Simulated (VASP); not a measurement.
Write the native input for VASP 6.6.1 that does the following.

- Task: single point
- Functional: r2SCAN
- Potentials or basis: VASP PAW PBE potentials, release 64 (Ti_sv, Si)
- Cutoff: 520 eV
- k mesh: 6 × 8 × 6
- Occupations: gaussian, width 0.1 eV
- Spin: no spin polarisation
- Further INCAR settings: ALGO = Normal; EDIFF = 1e-06

The structure of TiSi lies in POSCAR:

```
TiSi
1.0
    6.5348700000      0.0000000000      0.0000000000
    0.0000000000      3.6468900000      0.0000000000
    0.0000000000      0.0000000000      5.0082300000
Ti Si
4 4
Direct
    0.3239790000      0.7500000000      0.3712860000
    0.6760210000      0.2500000000      0.6287140000
    0.1760210000      0.2500000000      0.8712860000
    0.8239790000      0.7500000000      0.1287140000
    0.4558990000      0.7500000000      0.8542210000
    0.5441010000      0.2500000000      0.1457790000
    0.9558990000      0.7500000000      0.6457790000
    0.0441010000      0.2500000000      0.3542210000
```

The cell was built by a generator and needn't be a form met in nature.

The input as run:

INCAR

```
SYSTEM = TiSi
PREC     = Accurate       ! precision mode
ENCUT    = 520            ! plane-wave cutoff, eV
EDIFF    = 1E-6           ! SCF threshold, eV
ISMEAR   = 0              ! smearing method
SIGMA    = 0.1            ! smearing width, eV
LREAL    = .False.        ! projectors in reciprocal space
LASPH    = .True.         ! aspherical terms in the spheres
NELM     = 150            ! most SCF steps
ALGO     = Normal         ! electronic algorithm
ISIF     = 2              ! what is computed and relaxed
LWAVE    = .False.        ! write WAVECAR
LCHARG   = .False.        ! write CHGCAR
METAGGA  = R2SCAN         ! meta-GGA
LMIXTAU  = .True.       
KPAR     = 4
```

KPOINTS

```
Automatic mesh
0
Gamma
  6 8 6
  0 0 0
```

Potentials or basis: VASP PAW PBE potentials, release 64 (Ti_sv, Si).

Command:

```bash
$ cat potpaw_PBE.64/Ti_sv/POTCAR potpaw_PBE.64/Si/POTCAR > POTCAR
$ mpirun -np 4 vasp_std > vasp.out
```

Results of the run:

| Property | Result |
| --- | --- |
| Pressure | -1.5 GPa |
| Largest force | 0.097 eV/Å |
| Band gap on the k mesh | none (metal or under the smearing width) |

Caveat: the PAW data sets were made with another functional, which shifts forces and pressure a little.

Wall time 8.9 min on 4 MPI ranks on Intel(R) Xeon(R) Platinum 8559C (Emerald Rapids) (shared host), peak memory 0.42 GiB a rank.
